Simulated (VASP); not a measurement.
# SrCl2 (Fm-3m) in VASP: notebook

Runs on SrCl2. Level: LDA. Tasks: phonons, dielectric tensor.

Everything below comes from runs of VASP 6.6.1. Logs are shortened: lines on timing, memory, paths and dates and some standing lists are left out, and cuts for length are marked.

## 1. Starting point

It takes space group Fm-3m (No. 225, cubic). The conventional cell has a = 6.812 Å, b = 6.812 Å, c = 6.812 Å, α = 90.00°, β = 90.00°, γ = 90.00°. Sr (site symmetry m-3m) is surrounded by 8 Cl at 2.95 Å. Cl (site symmetry -43m) is surrounded by 4 Sr at 2.95 Å.

## 2. Phonons, LDA

Contents of POSCAR:

```
SrCl2
1.0
    0.0000000000      3.4059083030      3.4059083030
    3.4059083030      0.0000000000      3.4059083030
    3.4059083030      3.4059083030      0.0000000000
  Sr              Cl
     1     2
Direct
     0.0000000000000000    0.0000000000000000    0.0000000000000000
     0.2500000000000000    0.2500000000000000    0.2500000000000000
     0.7500000000000000    0.7500000000000000    0.7500000000000000
```

Contents of INCAR.step1:

```
  ALGO = Normal
  EDIFF = 1E-8
  EDIFFG = -0.002
  ENCUT = 600
  GGA = CA
  IBRION = 2
  ISIF = 3
  ISMEAR = 0
  KPAR = 2
  LASPH = True
  LCHARG = False
  LREAL = False
  LWAVE = False
  NELM = 80
  NSW = 40
  PREC = Accurate
  SIGMA = 0.03
```

Contents of INCAR.step2:

```
  ALGO = Normal
  EDIFF = 1E-8
  ENCUT = 600
  GGA = CA
  IBRION = 6
  ISIF = 2
  ISMEAR = 0
  KPAR = 2
  LASPH = True
  LCHARG = False
  LREAL = False
  LWAVE = False
  NELM = 80
  NFREE = 2
  NSW = 1
  POTIM = 0.015
  PREC = Accurate
  SIGMA = 0.03
```

Contents of KPOINTS:

```
k-points
0
Gamma
  8 8 8
```

Potentials or basis: VASP PAW LDA potentials, release 64 (Sr_sv, Cl).

Started as:

```console
$ cat potpaw_LDA.64/Sr_sv/POTCAR potpaw_LDA.64/Cl/POTCAR > POTCAR
$ cp INCAR.step1 INCAR
$ mpirun -np 2 vasp_std > vasp.out
$ cp CONTCAR POSCAR
$ cp INCAR.step2 INCAR
$ mpirun -np 2 vasp_std > vasp.out
```

OUTCAR:

```text
EDIFF = 1E-8
   ENCUT = 600
   GGA = CA
   IBRION = 6
   ISIF = 2
   ISMEAR = 0
   LASPH = True
   LREAL = False
   NELM = 80
   NFREE = 2
   NSW = 1
   POTIM = 0.015
   PREC = Accurate

 ion  position               nearest neighbor table
   1  0.000  0.000  0.000-   3 2.95   3 2.95   3 2.95   2 2.95   3 2.95   2 2.95   2 2.95   2 2.95

   2  0.250  0.250  0.250-   1 2.95   1 2.95   1 2.95   1 2.95
   3  0.750  0.750  0.750-   1 2.95   1 2.95   1 2.95   1 2.95

  LATTYP: Found a face centered cubic cell.
 ALAT       =     6.8118166060

  Lattice vectors:

 A1 = (   0.0000000000,   3.4059083030,   3.4059083030)
 A2 = (   3.4059083030,   0.0000000000,   3.4059083030)
 A3 = (   3.4059083030,   3.4059083030,   0.0000000000)

Analysis of symmetry for initial positions (statically):
=====================================================================
 Subroutine PRICEL returns:
 Original cell was already a primitive cell.

 Routine SETGRP: Setting up the symmetry group for a
 face centered cubic supercell.

 Subroutine GETGRP returns: Found 48 space group operations
 (whereof 48 operations were pure point group operations)
 out of a pool of 48 trial point group operations.

The static configuration has the point symmetry O_h .

Analysis of symmetry for dynamics (positions and initial velocities):
=====================================================================
 Subroutine PRICEL returns:
 Original cell was already a primitive cell.

 Routine SETGRP: Setting up the symmetry group for a
 face centered cubic supercell.

 Subroutine GETGRP returns: Found 48 space group operations
 (whereof 48 operations were pure point group operations)
 out of a pool of 48 trial point group operations.

The dynamic configuration has the point symmetry O_h .

 Subroutine INISYM returns: Found 48 space group operations
 (whereof 48 operations are pure point group operations),
 and found     1 'primitive' translations

----------------------------------------------------------------------------------------

                                     Primitive cell

  volume of cell :      79.0185

  direct lattice vectors                    reciprocal lattice vectors
     0.000000000  3.405908303  3.405908303    -0.146803717  0.146803717  0.146803717
     3.405908303  0.000000000  3.405908303     0.146803717 -0.146803717  0.146803717
     3.405908303  3.405908303  0.000000000     0.146803717  0.146803717 -0.146803717

  length of vectors
     4.816681714  4.816681714  4.816681714     0.254271497  0.254271497  0.254271497

  position of ions in fractional coordinates (direct lattice)
     0.000000000  0.000000000  0.000000000
     0.250000000  0.250000000  0.250000000
     0.750000000  0.750000000  0.750000000

  ion indices of the primitive-cell ions
   primitive index   ion index
                 1           1
                 2           2
                 3           3

----------------------------------------------------------------------------------------

 KPOINTS: k-points

Automatic generation of k-mesh.
 Grid dimensions read from file:
 generate k-points for:    8    8    8

 Generating k-lattice:

  Cartesian coordinates                     Fractional coordinates (reciprocal lattice)
    -0.018350465  0.018350465  0.018350465     0.125000000  0.000000000  0.000000000
     0.018350465 -0.018350465  0.018350465     0.000000000  0.125000000  0.000000000
     0.018350465  0.018350465 -0.018350465     0.000000000  0.000000000  0.125000000

  Length of vectors
     0.031783937  0.031783937  0.031783937

  Shift w.r.t. Gamma in fractional coordinates (k-lattice)
[... 58 lines left out ...]
   ISIF   =      2    stress and relaxation
   ISYM   =      2    0-nonsym 1-usesym 2-fastsym
   POTIM  = 0.0150    time-step for ionic-motion
   TEBEG  =    0.0;   TEEND  =   0.0 temperature during run
   PSTRESS=    0.0 pullay stress
   NELECT =      24.0000    total number of electrons
   NUPDOWN=      -1.0000    fix difference up-down
   EMIN   =  10.00;   EMAX   =-10.00  energy-range for DOS
   EFERMI =   0.00;   METHOD = LEGACY
   ISMEAR =     0;   SIGMA  =   0.03  broadening in eV -4-tet -1-fermi 0-gaus
   EFERMI_NEDOS =   21; number of points for ismear=-14 and -15
   IALGO  =     38    algorithm
   IMIX   =      4    mixing-type and parameters
     AMIX     =   0.40;   BMIX     =  1.00
     AMIX_MAG =   1.60;   BMIX_MAG =  1.00
  volume/ion in A,a.u.               =      26.34       177.75
  Fermi-wavevector in a.u.,A,eV,Ry     =   1.100447  2.079542 16.476419  1.210983
  Thomas-Fermi vector in A             =   2.236858
   LORBIT       =      0    0 simple, 1 ext, 2 COOP (PROOUT), +10 PAW based schemes
   GGA     = CA    functional components
   LHFCALC =     F    Hartree Fock is set to
   AEXX    =    0.0000 exact exchange contribution
   IVDW    =     0    specifies the selected vdW correction
   LEPSILON=     F    determine dielectric tensor
   LRPA    =     F    only Hartree local field effects (RPA)
 finite differences with symmetry
 non-spin polarized calculation
 Gauss-broadening in eV      SIGMA  =   0.03
  energy-cutoff  :      600.00
  volume of cell :       79.02
 maximum number of plane-waves:      2685
 NGX is ok and might be reduce to    40
   NGX = 19   NGY = 19   NGZ = 19

--------------------------------------- Ionic step        1  -------------------------------------------

 number of electron      24.0000002 magnetization

 Free energy of the ion-electron system (eV)
  ---------------------------------------------------
  ext. energy  EPLUGINS =         0.00000000
  ---------------------------------------------------
  free energy    TOTEN  =       -14.07848685 eV

  energy without entropy =      -14.07848685  energy(sigma->0) =      -14.07848685

------------------------ aborting loop because EDIFF is reached ----------------------------------------

  FORCE on cell =-STRESS in cart. coord.  units (eV):
  Direction    XX          YY          ZZ          XY          YZ          ZX
  --------------------------------------------------------------------------------------
  -------------------------------------------------------------------------------------
  Total       -0.0042915     -0.0042915     -0.0042915      0.0000000      0.0000000      0.0000000
  in kB       -0.0870141     -0.0870141     -0.0870141      0.0000000      0.0000000      0.0000000
  external PRESSURE =      -0.0870141 kB  Pullay stress =       0.0000000 kB
[... 135 lines left out ...]
--------------------------------------- Ionic step        5  -------------------------------------------

 number of electron      24.0000001 magnetization

 Free energy of the ion-electron system (eV)
  ---------------------------------------------------
  ext. energy  EPLUGINS =         0.00000000
  ---------------------------------------------------
  free energy    TOTEN  =       -14.07812067 eV

  energy without entropy =      -14.07812067  energy(sigma->0) =      -14.07812067

 E-fermi :   0.6365     XC(G=0):  -9.1070

 val. band max:        0.4625378658   @ k =   0.0000   0.5000   0.5000
 cond. band min:       5.5616082464   @ k =   0.0000   0.5000   0.5000
 fundamental gap:      5.0990703806
 Fermi energy:         0.6365438914

 k-point     1 :       0.0000    0.0000    0.0000
  band No.  band energies     occupation
      1     -32.0208      2.00000
      2     -14.1591      2.00000
      3     -14.1584      2.00000
      4     -14.1575      2.00000
      5     -13.0122      2.00000
      6     -11.9685      2.00000
[... 433 lines left out ...]
      3     -14.3464      2.00000
      4     -14.1906      2.00000
      5     -12.3067      2.00000
      6     -12.0293      2.00000
[... 8 lines left out ...]
     15       7.8372      0.00000
     16       8.1555      0.00000

 [... further k-points ...]

------------------------ aborting loop because EDIFF is reached ----------------------------------------

  FORCE on cell =-STRESS in cart. coord.  units (eV):
  Direction    XX          YY          ZZ          XY          YZ          ZX
  --------------------------------------------------------------------------------------
  -------------------------------------------------------------------------------------
  Total       -0.0018411     -0.0028119     -0.0028119      0.0000000      0.0495482      0.0000000
  in kB       -0.0373310     -0.0570132     -0.0570132      0.0000000      1.0046381      0.0000000
  external PRESSURE =      -0.0504524 kB  Pullay stress =       0.0000000 kB
[... 18 lines left out ...]
  FREE ENERGIE OF THE ION-ELECTRON SYSTEM (eV)
  ---------------------------------------------------
  free  energy   TOTEN  =       -14.0781206654 eV

  energy  without entropy=      -14.0781206654  energy(sigma->0) =      -14.07812067

 INTERNAL STRAIN TENSORS FROM DISPLACED ATOMS
 ============================================

 INTERNAL STRAIN TENSOR FOR ION    1 for displacements in x,y,z  (eV/Angst):
          X           Y           Z          XY          YZ          ZX
  --------------------------------------------------------------------------------
  x     0.00000     0.00000     0.00000     0.00000     0.00000     0.00000
  y     0.00000     0.00000     0.00000     0.00000     0.00000     0.00000
  z     0.00000     0.00000     0.00000     0.00000     0.00000     0.00000

 INTERNAL STRAIN TENSOR FOR ION    3 for displacements in x,y,z  (eV/Angst):
          X           Y           Z          XY          YZ          ZX
  --------------------------------------------------------------------------------
  x     0.00000    -0.00000    -0.00000     0.00000     3.30344     0.00000
  y     0.00000     0.00000     0.00000     0.00000     0.00000     3.30344
  z    -0.00000    -0.00000     0.00000     3.30344     0.00000     0.00000

 Eigenvectors and eigenvalues of the dynamical matrix
 ----------------------------------------------------

   1 f  =    5.730672 THz    36.006874 2PiTHz  191.154642 cm-1    23.700144 meV
             X         Y         Z           dx          dy          dz
      0.000000  0.000000  0.000000     0.000000   -0.000000   -0.000000
      1.702954  1.702954  1.702954    -0.104635   -0.699322    0.000000
      5.108862  5.108862  5.108862     0.104635    0.699322    0.000000
[... 43 lines left out ...]
   9 f/i=    0.000121 THz     0.000760 2PiTHz    0.004033 cm-1     0.000500 meV
             X         Y         Z           dx          dy          dz
      0.000000  0.000000  0.000000    -0.550575   -0.464656    0.183588
      1.702954  1.702954  1.702954    -0.350202   -0.295552    0.116774
      5.108862  5.108862  5.108862    -0.350202   -0.295552    0.116774

 ELASTIC MODULI CONTR FROM IONIC RELAXATION (kBar)
 Direction    XX          YY          ZZ          XY          YZ          ZX
 --------------------------------------------------------------------------------
 XX          -0.0000     -0.0000      0.0000      0.0000     -0.0000     -0.0000
 YY          -0.0000     -0.0000     -0.0000      0.0000      0.0000     -0.0000
 ZZ           0.0000     -0.0000     -0.0000     -0.0000      0.0000     -0.0000
 XY           0.0000      0.0000     -0.0000    -92.8929      0.0000      0.0000
 YZ          -0.0000      0.0000      0.0000      0.0000    -92.8929     -0.0000
 ZX          -0.0000     -0.0000     -0.0000      0.0000     -0.0000    -92.8929
 --------------------------------------------------------------------------------
```

Wall time 3.8 min (2 MPI ranks of Intel Xeon Platinum 8259CL at 2.50GHz (Skylake/Cascade Lake), shared host); peak memory 0.36 GiB.

What came out:

| Quantity | Value |
| --- | --- |
| Highest phonon frequency at Γ, LO-TO splitting left out | 191 cm⁻¹ |

Phonon frequencies in cm⁻¹ (negative: imaginary):
```
              q point                    frequencies
(0.000, 0.000, 0.000)  0 0 0 155 155 155 191 191 191
```

## 3. Dielectric tensor, LDA

Contents of INCAR:

```
  ALGO = Normal
  EDIFF = 1E-8
  ENCUT = 600
  GGA = CA
  ISIF = 2
  ISMEAR = 0
  KPAR = 2
  LASPH = True
  LCHARG = False
  LEPSILON = True
  LREAL = False
  LWAVE = False
  NELM = 80
  PREC = Accurate
  SIGMA = 0.03
```

Contents of KPOINTS:

```
k-points
0
Monkhorst-Pack
  12 12 12
```

Changes to POSCAR since step 2:

```diff
@@ -1,2 +1,2 @@
-SrCl2
+SrCl2                                   
 1.0
@@ -5,3 +5,3 @@
     3.4059083030      3.4059083030      0.0000000000
-  Sr              Cl
+  Sr              Cl            
      1     2
```

Potentials or basis: VASP PAW LDA potentials, release 64 (Sr_sv, Cl).

Started as:

```console
$ cat potpaw_LDA.64/Sr_sv/POTCAR potpaw_LDA.64/Cl/POTCAR > POTCAR
$ mpirun -np 2 vasp_std > vasp.out
```

OUTCAR:

```text
EDIFF = 1E-8
   ENCUT = 600
   GGA = CA
   ISIF = 2
   ISMEAR = 0
   LASPH = True
   LEPSILON = True
   LREAL = False
   NELM = 80
   PREC = Accurate

 ion  position               nearest neighbor table
   1  0.000  0.000  0.000-   3 2.95   3 2.95   3 2.95   2 2.95   3 2.95   2 2.95   2 2.95   2 2.95

   2  0.250  0.250  0.250-   1 2.95   1 2.95   1 2.95   1 2.95
   3  0.750  0.750  0.750-   1 2.95   1 2.95   1 2.95   1 2.95

  LATTYP: Found a face centered cubic cell.
 ALAT       =     6.8118166060

  Lattice vectors:

 A1 = (   0.0000000000,   3.4059083030,   3.4059083030)
 A2 = (   3.4059083030,   0.0000000000,   3.4059083030)
[... 709 lines left out ...]
     0.00002 -0.00000  0.00000
     0.00000  0.00002 -0.00000
     0.00000 -0.00000 -0.00004

 MACROSCOPIC STATIC DIELECTRIC TENSOR (including local field effects in DFT)
 ------------------------------------------------------
           3.126399    -0.000000    -0.000000
           0.000000     3.126399     0.000000
           0.000000     0.000000     3.126399
 ------------------------------------------------------

 PIEZOELECTRIC TENSOR (including local field effects)  for field in x, y, z        (e  Angst)
          XX          YY          ZZ          XY          YZ          ZX
  --------------------------------------------------------------------------------
  x     0.00000     0.00000     0.00000     0.00000     0.00000     0.00000
  y     0.00000     0.00000     0.00000     0.00000     0.00000     0.00000
  z     0.00000     0.00000     0.00000     0.00000     0.00000     0.00000

 PIEZOELECTRIC TENSOR (including local field effects)  for field in x, y, z        (C/m^2)
          XX          YY          ZZ          XY          YZ          ZX
  --------------------------------------------------------------------------------
  x     0.00000     0.00000     0.00000     0.00000     0.00000     0.00000
  y     0.00000     0.00000     0.00000     0.00000     0.00000     0.00000
  z     0.00000     0.00000     0.00000     0.00000     0.00000     0.00000

 BORN EFFECTIVE CHARGES (including local field effects) (in |e|, cummulative output)
 ---------------------------------------------------------------------------------
 ion    1
    1     2.49014     0.00000     0.00000
    2     0.00000     2.49014     0.00000
    3     0.00000     0.00000     2.49014
 ion    2
    1    -1.24507     0.00000     0.00000
    2     0.00000    -1.24507     0.00000
    3     0.00000     0.00000    -1.24507
 ion    3
    1    -1.24507     0.00000     0.00000
    2     0.00000    -1.24507     0.00000
    3     0.00000     0.00000    -1.24507
```

OSZICAR:

```text
N       E                     dE             d eps       ncg     rms          rms(c)
DAV:   1     0.157660698413E+03    0.15766E+03   -0.12781E+04  5832   0.152E+03
DAV:   2    -0.510519632539E+01   -0.16277E+03   -0.15942E+03  7704   0.266E+02
DAV:   3    -0.140877223616E+02   -0.89825E+01   -0.89742E+01  8176   0.660E+01
[... 11 lines left out ...]
RMM:  10    -0.501636450896E+00   -0.59473E-05   -0.10872E-05 37998   0.388E-03    0.646E-04
RMM:  11    -0.501628231185E+00    0.82197E-05   -0.59456E-06 39745   0.174E-03    0.271E-04
RMM:  12    -0.501628470155E+00   -0.23897E-06   -0.16138E-06 40602   0.772E-04    0.254E-04
RMM:  13    -0.501628622435E+00   -0.15228E-06   -0.12714E-06 38395   0.345E-04    0.240E-04
RMM:  14    -0.501630643085E+00   -0.20207E-05   -0.27853E-07 32611   0.290E-04    0.172E-04
RMM:  15    -0.501630119817E+00    0.52327E-06   -0.31817E-07 26946   0.159E-04    0.881E-05
RMM:  16    -0.501629751380E+00    0.36844E-06   -0.12958E-07 25790   0.152E-04    0.703E-06
```

It took 56 min on 2 MPI ranks of Intel Xeon Platinum 8259CL at 2.50GHz (Skylake/Cascade Lake), shared host; peak memory 1.6 GiB.

Results:

| Item | Value |
| --- | --- |
| Electronic dielectric tensor (diagonal) | 3.13 |
| Born charges (mean of the diagonal) | Sr +2.49; Cl -1.25 e |

Electronic dielectric tensor:
```
3.13 0.00 0.00
0.00 3.13 0.00
0.00 0.00 3.13
```

Born effective charge tensors (e):
atom 1, Sr
```
2.49 0.00 0.00
0.00 2.49 0.00
0.00 0.00 2.49
```
atom 2, Cl
```
-1.25  0.00  0.00
 0.00 -1.25  0.00
 0.00  0.00 -1.25
```
atom 3, Cl
```
-1.25  0.00  0.00
 0.00 -1.25  0.00
 0.00  0.00 -1.25
```
